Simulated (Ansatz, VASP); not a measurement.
**Two plane-wave programs on Si**

INCAR

```
PREC     = Accurate       # precision mode
ENCUT    = 520            # plane-wave cutoff, eV
EDIFF    = 1E-6           # SCF threshold, eV
ISMEAR   = 0              # smearing method
SIGMA    = 0.15           # smearing width, eV
LREAL    = F              # projectors in reciprocal space
LASPH    = T              # aspherical terms in the spheres
NELM     = 100            # most SCF steps
ALGO     = Normal         # electronic algorithm
ISIF     = 2              # what is computed and relaxed
LWAVE    = F              # write WAVECAR
LCHARG   = F              # write CHGCAR
GGA      = PS             # functional
NBANDS   = 8              # bands
```

The input KPOINTS:

```
Automatic mesh
0
Gamma
  21 21 20
```

POSCAR

```
Si
1.0
    2.6205428149      0.0000000000      0.0000000000
   -1.3102714075      2.2694566494      0.0000000000
    0.0000000000      0.0000000000      2.4663543900
Si
1
Direct
    0.0000000000      0.0000000000      0.0000000000
```

Input for Ansatz:

```yaml
crystal:
  lattice:
    - [2.6205428149, 0.0, 0.0]
    - [-1.3102714075, 2.2694566494, 0.0]
    - [0.0, 0.0, 2.46635439]
  atoms:
    - { symbol: Si, position: [0.0, 0.0, 0.0] }
basis:
  ecutwfc: 420
kpoints:
  mp_grid: { grid: [21, 21, 20] }
hamiltonian:
  xc: pbesol
scf:
  occupations: { method: gaussian, width: 0.15 }
output:
  forces: true
  stress: true
  eigenvalues: true
```

This isn't the form of Si at room conditions, which is diamond.

Alike in both runs: task single point; functional PBEsol; k mesh 21 × 21 × 20; occupations gaussian, width 0.15 eV; no spin polarisation.

|  | VASP | Ansatz |
| --- | --- | --- |
| version | VASP 6.6.1 | Ansatz 0.2.0 |
| potentials or method | VASP PAW PBE potentials, release 64 (Si) | scalar-relativistic, plane waves, PAW |
| plane-wave cutoff (eV) | 520 | 420 |
| valence electrons in the cell | 4 | 4 |

|  | VASP | Ansatz | Ansatz less VASP |
| --- | --- | --- | --- |
| gap on the k mesh at the Fermi level (eV) | none | none | - |
| pressure (GPa) | 0.8 | 0.6 | -0.16 |
| largest component of the traceless stress (GPa) | 1.08 | 1.09 | +0.017 |

A gap of «none» marks a metal or a gap that the smearing closes.

Caveats: the PAW data sets were made with another functional, which shifts forces and pressure a little (VASP).
